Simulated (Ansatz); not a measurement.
# TiCo2: the cost of one run

Program: Ansatz 0.2.0. Level of theory: DFT PBEsol, scalar-relativistic, plane waves, PAW. These are calculated values, not measurements.

3 further runs of the same task are left out: 3 set aside as unsound or not needed.

## (1) The starting structure

It takes space group Fd-3m (No. 227, cubic). Conventional cell: a = 6.553 Å, b = 6.553 Å, c = 6.553 Å, α = 90.00°, β = 90.00°, γ = 90.00°. Ti (site symmetry -43m) has 12 Co at 2.72 Å and 4 Ti at 2.84 Å as nearest neighbours. Co (site symmetry -3m) is surrounded by 6 Co at 2.32 Å.

Structure file:

```xyz
6
Lattice="0.0000 3.2763 3.2763 3.2763 0.0000 3.2763 3.2763 3.2763 0.0000" Properties=species:S:1:pos:R:3 pbc="T T T"
Ti    3.2763    3.2763    3.2763
Ti    4.9145    4.9145    4.9145
Co    0.8191    0.8191    0.8191
Co    0.8191    2.4572    2.4572
Co    2.4572    2.4572    0.8191
Co    2.4572    0.8191    2.4572
```

It is the result of an earlier relaxation at this level (volume 11.72 Å³/atom; gap on the mesh: none (metal)).

The unstrained cell comes from an earlier run at this level (6 atoms, E(σ→0) -25321.8665 eV, gap none (metal)).

## (2) Strain -1.0 %

Contents of input.yaml:

```yaml
crystal:
  lattice:
    - [-0.0204769897, 3.2640321522, 3.2845091419]
    - [3.2640321522, -0.0204769897, 3.2845091419]
    - [3.2435551625, 3.2435551625, 0.0]
  atoms:
    - { symbol: Ti, position: [0.5, 0.5, 0.5] }
    - { symbol: Ti, position: [0.75, 0.75, 0.75] }
    - { symbol: Co, position: [0.125, 0.125, 0.125] }
    - { symbol: Co, position: [0.625, 0.125, 0.125] }
    - { symbol: Co, position: [0.125, 0.125, 0.625] }
    - { symbol: Co, position: [0.125, 0.625, 0.125] }
basis:
  ecutwfc: 420
kpoints:
  mp_grid: { grid: [10, 10, 10] }
hamiltonian:
  xc: pbesol
scf:
  occupations: { method: gaussian, width: 0.1 }
output:
  forces: true
  stress: true
  eigenvalues: true
relax:
  adjacent_minimum: "off"
  f_tol: 0.008
  max_steps: 40
  cell: { stress_tol: 0.015, fix: [c, angles] }
```

The run is started by

```console
ansatz run input.yaml --threads 1 --pin off --max-ram 2560MiB --backend cpu --events-out ev --progress --plain --runs-dir out
```

What time and memory should one allow on 1 thread of Intel Xeon Platinum 8488C (Sapphire Rapids), shared host?

About 2.9 min, with a peak of 1.1 GiB.
